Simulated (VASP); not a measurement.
# GaSb (F-43m) in VASP: notebook

GaSb is run at these levels: PBE; tasks: single point.

All numbers are computed with VASP 6.6.1; they aren't measurements. Logs are shortened: lines on timing, memory, paths and dates and some standing lists are left out, and cuts for length are marked.

**The experiment to reproduce.**

From a printed reference work, data compilation, for a bulk crystal of GaSb at 4.2 K: band gap 0.811 eV (direct).

The runs below are set against these values where they give the same quantity.

**1. The cell of the first run**

It takes space group F-43m (No. 216, cubic). The conventional cell has a = 6.118 Å, b = 6.118 Å, c = 6.118 Å, α = 90.00°, β = 90.00°, γ = 90.00°. Within 3.5 Å of Sb (site symmetry -43m) lie 4 Ga at 2.65 Å. Ga (site symmetry -43m) has 4 Sb at 2.65 Å within 3.5 Å.

**2. Single point, PBE**

Input file INCAR:

```
  PREC = Accurate
  ENCUT = 520
  EDIFF = 1E-6
  ISMEAR = -1
  SIGMA = 0.02
  LREAL = F
  LASPH = T
  NELM = 100
  ALGO = Normal
  ISIF = 2
  LWAVE = F
  LCHARG = F
  GGA = PE
  NBANDS = 16
```

Input file KPOINTS:

```
regular mesh
0
Gamma
  11 11 11
```

Input file POSCAR:

```
GaSb
1.0
    0.0000000000      3.0590000000      3.0590000000
    3.0590000000      0.0000000000      3.0590000000
    3.0590000000      3.0590000000      0.0000000000
Sb Ga
1 1
Direct
    0.7500000000      0.7500000000      0.7500000000
    0.0000000000      0.0000000000      0.0000000000
```

Potentials or basis: VASP PAW PBE potentials, release 64 (Sb, Ga_d).

Launch:

```sh
$ cat potpaw_PBE.64/Sb/POTCAR potpaw_PBE.64/Ga_d/POTCAR > POTCAR
$ mpirun -np 1 vasp_std > vasp.out
```

OUTCAR:

```text
PREC = Accurate
   ENCUT = 520
   EDIFF = 1E-6
   ISMEAR = -1
   LREAL = F
   LASPH = T
   NELM = 100
   ISIF = 2
   GGA = PE

 ion  position               nearest neighbor table
   1  0.750  0.750  0.750-   2 2.65   2 2.65   2 2.65   2 2.65
   2  0.000  0.000  0.000-   1 2.65   1 2.65   1 2.65   1 2.65

  LATTYP: Found a face centered cubic cell.
 ALAT       =     6.1180000000

  Lattice vectors:

 A1 = (   0.0000000000,   3.0590000000,   3.0590000000)
 A2 = (   3.0590000000,   0.0000000000,   3.0590000000)
 A3 = (   3.0590000000,   3.0590000000,   0.0000000000)

Analysis of symmetry for initial positions (statically):
=====================================================================
 Subroutine PRICEL returns:
 Original cell was already a primitive cell.

 Routine SETGRP: Setting up the symmetry group for a
 face centered cubic supercell.

 Subroutine GETGRP returns: Found 24 space group operations
 (whereof 24 operations were pure point group operations)
 out of a pool of 48 trial point group operations.

The static configuration has the point symmetry T_d .

Analysis of symmetry for dynamics (positions and initial velocities):
=====================================================================
 Subroutine PRICEL returns:
 Original cell was already a primitive cell.

 Routine SETGRP: Setting up the symmetry group for a
 face centered cubic supercell.

 Subroutine GETGRP returns: Found 24 space group operations
 (whereof 24 operations were pure point group operations)
 out of a pool of 48 trial point group operations.

The dynamic configuration has the point symmetry T_d .

 Subroutine INISYM returns: Found 24 space group operations
 (whereof 24 operations are pure point group operations),
 and found     1 'primitive' translations

----------------------------------------------------------------------------------------

                                     Primitive cell

  volume of cell :      57.2491

  direct lattice vectors                    reciprocal lattice vectors
     0.000000000  3.059000000  3.059000000    -0.163452109  0.163452109  0.163452109
     3.059000000  0.000000000  3.059000000     0.163452109 -0.163452109  0.163452109
     3.059000000  3.059000000  0.000000000     0.163452109  0.163452109 -0.163452109

  length of vectors
     4.326079287  4.326079287  4.326079287     0.283107357  0.283107357  0.283107357

  position of ions in fractional coordinates (direct lattice)
     0.750000000  0.750000000  0.750000000
     0.000000000  0.000000000  0.000000000

  ion indices of the primitive-cell ions
   primitive index   ion index
                 1           1
                 2           2

----------------------------------------------------------------------------------------

 KPOINTS: regular mesh

Automatic generation of k-mesh.
 Grid dimensions read from file:
 generate k-points for:   11   11   11

 Generating k-lattice:

  Cartesian coordinates                     Fractional coordinates (reciprocal lattice)
    -0.014859283  0.014859283  0.014859283     0.090909091  0.000000000  0.000000000
     0.014859283 -0.014859283  0.014859283     0.000000000  0.090909091  0.000000000
     0.014859283  0.014859283 -0.014859283     0.000000000  0.000000000  0.090909091

  Length of vectors
     0.025737032  0.025737032  0.025737032

  Shift w.r.t. Gamma in fractional coordinates (k-lattice)
     0.000000000  0.000000000  0.000000000

 Subroutine IBZKPT returns following result:
 ===========================================

 Found     56 irreducible k-points:

 Following reciprocal coordinates:
            Coordinates               Weight
  0.000000  0.000000  0.000000      1.000000
  0.090909  0.000000  0.000000      8.000000
  0.181818  0.000000  0.000000      8.000000
  0.272727  0.000000  0.000000      8.000000
  0.363636  0.000000  0.000000      8.000000
  0.454545  0.000000  0.000000      8.000000
[... 16 lines left out ...]
 -0.272727  0.181818  0.000000     24.000000
 -0.181818  0.181818  0.000000     12.000000
 [... further k-points ...]
   k-points           NKPTS =     56   k-points in BZ     NKDIM =     56   number of bands    NBANDS=     16
   number of dos      NEDOS =    301   number of ions     NIONS =      2
   total plane-waves  NPLWV =  32768
   dimension x,y,z NGX =    32 NGY =   32 NGZ =   32
   dimension x,y,z NGXF=    64 NGYF=   64 NGZF=   64
   ions per type =               1   1
   NGX,Y,Z   is equivalent  to a cutoff of  12.30, 12.30, 12.30 a.u.
   NGXF,Y,Z  is equivalent  to a cutoff of  24.59, 24.59, 24.59 a.u.
 SYSTEM =  unknown system
   PREC   = accura    normal or accurate (medium, high low for compatibility)
   ISTART =      0    job   : 0-new  1-cont  2-samecut
   ICHARG =      2    charge: 1-file 2-atom 10-const
   ISPIN  =      1    spin polarized calculation?
   LNONCOLLINEAR =      F non collinear calculations
   LSORBIT =      F    spin-orbit coupling
   LASPH  =      T    aspherical Exc in radial PAW
   ENCUT  =  520.0 eV  38.22 Ry    6.18 a.u.   8.04  8.04  8.04*2*pi/ulx,y,z
   NELM   =    100;   NELMIN=  2; NELMDL= -5     # of ELM steps
   EDIFF  = 0.1E-05   stopping-criterion for ELM
   LREAL  =      F    real-space projection
   EDIFFG = 0.1E-04   stopping-criterion for IOM
   NSW    =      0    number of steps for IOM
   IBRION =     -1    ionic relax: 0-MD 1-quasi-New 2-CG
   NFREE  =      0    steps in history (QN), initial steepest desc. (CG)
   ISIF   =      2    stress and relaxation
   ISYM   =      2    0-nonsym 1-usesym 2-fastsym
   POTIM  = 0.5000    time-step for ionic-motion
   TEBEG  =    0.0;   TEEND  =   0.0 temperature during run
   PSTRESS=    0.0 pullay stress
   NELECT =      18.0000    total number of electrons
   NUPDOWN=      -1.0000    fix difference up-down
   EMIN   =  10.00;   EMAX   =-10.00  energy-range for DOS
   EFERMI =   0.00;   METHOD = LEGACY
   ISMEAR =    -1;   SIGMA  =   0.02  broadening in eV -4-tet -1-fermi 0-gaus
   EFERMI_NEDOS =   21; number of points for ismear=-14 and -15
   IALGO  =     38    algorithm
   IMIX   =      4    mixing-type and parameters
     AMIX     =   0.40;   BMIX     =  1.00
     AMIX_MAG =   1.60;   BMIX_MAG =  1.00
  volume/ion in A,a.u.               =      28.62       193.17
  Fermi-wavevector in a.u.,A,eV,Ry     =   1.113208  2.103657 16.860766  1.239231
  Thomas-Fermi vector in A             =   2.249790
   LORBIT       =      0    0 simple, 1 ext, 2 COOP (PROOUT), +10 PAW based schemes
   GGA     = PE    functional components
   LHFCALC =     F    Hartree Fock is set to
   AEXX    =    0.0000 exact exchange contribution
   IVDW    =     0    specifies the selected vdW correction
   LEPSILON=     F    determine dielectric tensor
   LRPA    =     F    only Hartree local field effects (RPA)
 non-spin polarized calculation
  energy-cutoff  :      520.00
  volume of cell :       57.25
 maximum number of plane-waves:      1558
   NGX = 17   NGY = 17   NGZ = 17

 number of electron      17.9999986 magnetization

 Free energy of the ion-electron system (eV)
  ---------------------------------------------------
  ext. energy  EPLUGINS =         0.00000000
  ---------------------------------------------------
  free energy    TOTEN  =        -7.35219141 eV

  energy without entropy =       -7.35213082  energy(sigma->0) =       -7.35216111

 E-fermi :   4.9031     XC(G=0):  -9.0896

 val. band max:        4.8691585505   @ k =   0.0000   0.0000   0.0000
 cond. band min:       4.9057101239   @ k =   0.0000   0.0000   0.0000
 fundamental gap:      0.0365515734
 Fermi energy:         4.9031102871

 k-point     1 :       0.0000    0.0000    0.0000
  band No.  band energies     occupation
      1     -10.1639      2.00000
      2     -10.1639      2.00000
      3     -10.1639      2.00000
      4     -10.1142      2.00000
      5     -10.1142      2.00000
      6      -6.6071      2.00000
[... 8 lines left out ...]
     15      13.4617      0.00000
     16      13.4617      0.00000

 k-point     2 :       0.0909    0.0000    0.0000
  band No.  band energies     occupation
      1     -10.1661      2.00000
      2     -10.1629      2.00000
      3     -10.1629      2.00000
      4     -10.1143      2.00000
      5     -10.1143      2.00000
      6      -6.5221      2.00000
[... 8 lines left out ...]
     15      12.8921      0.00000
     16      12.8921      0.00000

 k-point     3 :       0.1818    0.0000    0.0000
  band No.  band energies     occupation
      1     -10.1721      2.00000
      2     -10.1603      2.00000
      3     -10.1603      2.00000
      4     -10.1145      2.00000
      5     -10.1145      2.00000
      6      -6.2731      2.00000
[... 8 lines left out ...]
     15      12.4315      0.00000
     16      12.4315      0.00000

 k-point     4 :       0.2727    0.0000    0.0000
  band No.  band energies     occupation
      1     -10.1799      2.00000
      2     -10.1572      2.00000
      3     -10.1572      2.00000
      4     -10.1145      2.00000
      5     -10.1145      2.00000
      6      -5.8836      2.00000
[... 8 lines left out ...]
     15      12.5431      0.00000
     16      12.5431      0.00000

 k-point     5 :       0.3636    0.0000    0.0000
  band No.  band energies     occupation
      1     -10.1869      2.00000
      2     -10.1547      2.00000
      3     -10.1547      2.00000
      4     -10.1143      2.00000
      5     -10.1143      2.00000
      6      -5.4172      2.00000
[... 8 lines left out ...]
     15      13.2812      0.00000
     16      13.2812      0.00000

 k-point     6 :       0.4545    0.0000    0.0000
  band No.  band energies     occupation
      1     -10.1910      2.00000
      2     -10.1533      2.00000
      3     -10.1533      2.00000
      4     -10.1139      2.00000
      5     -10.1139      2.00000
      6      -5.0425      2.00000
[... 8 lines left out ...]
     15      14.4014      0.00000
     16      14.4014      0.00000

 k-point     7 :       0.0909    0.0909    0.0000
  band No.  band energies     occupation
      1     -10.1680      2.00000
      2     -10.1620      2.00000
      3     -10.1620      2.00000
      4     -10.1149      2.00000
      5     -10.1138      2.00000
      6      -6.4936      2.00000
[... 8 lines left out ...]
     15      12.1679      0.00000
     16      13.5675      0.00000

 k-point     8 :       0.1818    0.0909    0.0000
  band No.  band energies     occupation
      1     -10.1731      2.00000
      2     -10.1599      2.00000
      3     -10.1595      2.00000
      4     -10.1156      2.00000
      5     -10.1136      2.00000
      6      -6.2985      2.00000
[... 8 lines left out ...]
     15      12.1416      0.00000
     16      13.2516      0.00000

 k-point     9 :       0.2727    0.0909    0.0000
  band No.  band energies     occupation
      1     -10.1798      2.00000
      2     -10.1573      2.00000
      3     -10.1563      2.00000
      4     -10.1161      2.00000
      5     -10.1135      2.00000
      6      -5.9532      2.00000
[... 8 lines left out ...]
     15      12.7315      0.00000
     16      13.1950      0.00000
[... 172 lines left out ...]
 k-point    19 :       0.3636    0.1818    0.0000
  band No.  band energies     occupation
      1     -10.1903      2.00000
      2     -10.1519      2.00000
      3     -10.1507      2.00000
      4     -10.1187      2.00000
      5     -10.1124      2.00000
      6      -5.4471      2.00000
[... 8 lines left out ...]
     15      13.7764      0.00000
     16      14.3514      0.00000

 k-point    20 :       0.4545    0.1818    0.0000
  band No.  band energies     occupation
      1     -10.1942      2.00000
      2     -10.1507      2.00000
      3     -10.1491      2.00000
      4     -10.1180      2.00000
      5     -10.1127      2.00000
      6      -4.9977      2.00000
[... 8 lines left out ...]
     15      14.7143      0.00000
     16      15.1134      0.00000

 k-point    21 :      -0.4545    0.1818    0.0000
  band No.  band energies     occupation
      1     -10.1954      2.00000
      2     -10.1504      2.00000
      3     -10.1489      2.00000
      4     -10.1167      2.00000
      5     -10.1136      2.00000
      6      -4.7328      2.00000
[... 8 lines left out ...]
     15      14.1360      0.00000
     16      14.2827      0.00000

 k-point    22 :      -0.3636    0.1818    0.0000
  band No.  band energies     occupation
      1     -10.1936      2.00000
      2     -10.1509      2.00000
      3     -10.1503      2.00000
      4     -10.1154      2.00000
      5     -10.1149      2.00000
      6      -4.8861      2.00000
[... 8 lines left out ...]
     15      12.8209      0.00000
     16      14.3467      0.00000

 k-point    23 :      -0.2727    0.1818    0.0000
  band No.  band energies     occupation
      1     -10.1891      2.00000
      2     -10.1530      2.00000
      3     -10.1521      2.00000
      4     -10.1158      2.00000
      5     -10.1144      2.00000
      6      -5.3096      2.00000
[... 8 lines left out ...]
     15      13.4892      0.00000
     16      15.0635      0.00000

 k-point    24 :      -0.1818    0.1818    0.0000
  band No.  band energies     occupation
      1     -10.1830      2.00000
      2     -10.1563      2.00000
      3     -10.1543      2.00000
      4     -10.1160      2.00000
      5     -10.1140      2.00000
      6      -5.7484      2.00000
[... 8 lines left out ...]
     15      13.4801      0.00000
     16      13.7089      0.00000

 [... further k-points ...]

------------------------ aborting loop because EDIFF is reached ----------------------------------------

  FORCE on cell =-STRESS in cart. coord.  units (eV):
  Direction    XX          YY          ZZ          XY          YZ          ZX
  --------------------------------------------------------------------------------------
  -------------------------------------------------------------------------------------
  Total        0.8559282      0.8559282      0.8559282      0.0000000      0.0000000     -0.0000000
  in kB       23.9540797     23.9540797     23.9540797      0.0000000      0.0000000     -0.0000000
  external PRESSURE =      23.9540797 kB  Pullay stress =       0.0000000 kB

 VOLUME and BASIS-vectors are now :
 -----------------------------------------------------------------------------
  energy-cutoff  :      520.00
  volume of cell :       57.25
      direct lattice vectors                 reciprocal lattice vectors
     0.000000000  3.059000000  3.059000000    -0.163452109  0.163452109  0.163452109
     3.059000000  0.000000000  3.059000000     0.163452109 -0.163452109  0.163452109
     3.059000000  3.059000000  0.000000000     0.163452109  0.163452109 -0.163452109

 POSITION                                       TOTAL-FORCE (eV/Angst)
 -----------------------------------------------------------------------------------
      4.58850      4.58850      4.58850         0.000000      0.000000      0.000000
      0.00000      0.00000      0.00000        -0.000000     -0.000000     -0.000000
 -----------------------------------------------------------------------------------
    total drift:                               -0.000002     -0.000002     -0.000002

  FREE ENERGIE OF THE ION-ELECTRON SYSTEM (eV)
  ---------------------------------------------------
  free  energy   TOTEN  =        -7.3521914080 eV

  energy  without entropy=       -7.3521308188  energy(sigma->0) =       -7.35216111
```

Run time: 43 s. Hardware: 1 thread of Intel Xeon 8259CL, shared host; peak memory 0.21 GiB.

What came out:

```
Free energy            : -7.3522 eV
Pressure               : 2.4 GPa
Band gap on the k mesh : 0.04 eV
```

Levels at points of the mesh, in eV from the valence-band top:
```csv
k point,band 7,band 8,band 9,band 10,band 11,band 12
"(0.00, 0.00, 0.00)",0.00,0.00,0.00,0.04,2.78,2.78
```

Caveat: spin-orbit coupling is left out, which moves the levels of the heavy elements; an odd mesh through Γ misses points on the zone boundary, where band edges can lie.

**3. Single point, PBE**

This run uses another cell than the first one, of 30.34 Å³/atom.

Input file INCAR:

```
PREC     = Accurate       # precision mode
ENCUT    = 520            # plane-wave cutoff, eV
EDIFF    = 1E-7           # SCF threshold, eV
ISMEAR   = -1             # smearing method
SIGMA    = 0.02           # smearing width, eV
LREAL    = F              # projectors in reciprocal space
LASPH    = T              # aspherical terms in the spheres
NELM     = 100            # most SCF steps
ALGO     = Normal         # electronic algorithm
ISIF     = 2              # what is computed and relaxed
LWAVE    = F              # write WAVECAR
LCHARG   = T              # write CHGCAR
GGA      = PE             # functional
LELF     = T              # ELF
LVHAR    = T            
NBANDS   = 16             # bands
```

Input file KPOINTS:

```
Automatic mesh
0
Gamma
  11 11 11
```

Input file POSCAR:

```
GaSb
1.0
    0.0000000000      3.1189956238      3.1189956238
    3.1189956238      0.0000000000      3.1189956238
    3.1189956238      3.1189956238      0.0000000000
Sb Ga
1 1
Direct
    0.7500000000      0.7500000000      0.7500000000
    0.0000000000      0.0000000000      0.0000000000
```

Potentials or basis: VASP PAW PBE potentials, release 64 (Sb, Ga_d).

Launch:

```sh
$ cat potpaw_PBE.64/Sb/POTCAR potpaw_PBE.64/Ga_d/POTCAR > POTCAR
$ mpirun -np 1 vasp_std > vasp.out
```

Run time: 76 s. Hardware: 1 thread of Intel Xeon 8259CL, shared host; peak memory 0.23 GiB.

Results (log left out):

| Property | Result |
| --- | --- |
| Free energy | -7.3717 eV |
| Pressure | -0.4 GPa |
| Band gap on the k mesh | zero (filled and empty bands touch) |

Levels at points of the mesh, in eV from the Fermi level:
```
           k point  band 6  band 7  band 8  band 9  band 10  band 11  band 12  band 13
(0.00, 0.00, 0.00)  -11.10   -0.38   -0.01   -0.01    -0.01     2.78     2.78     2.78
```

Caveat: semilocal functionals underestimate gaps, so a narrow gap can read as zero; spin-orbit coupling is left out, which moves the levels of the heavy elements.

**4. How close it comes**

Step 3. Measured gap of GaSb: 0.811 eV (direct; 4.2 K; a printed reference work, data compilation). This calculation gives 0.00 eV (-0.81 eV). Spin-orbit coupling on Ga, Sb is left out. The value is that of PBE on a finite k mesh, which can miss the band edges, without temperature or zero-point motion. Semilocal functionals fall short of measured gaps as a rule.
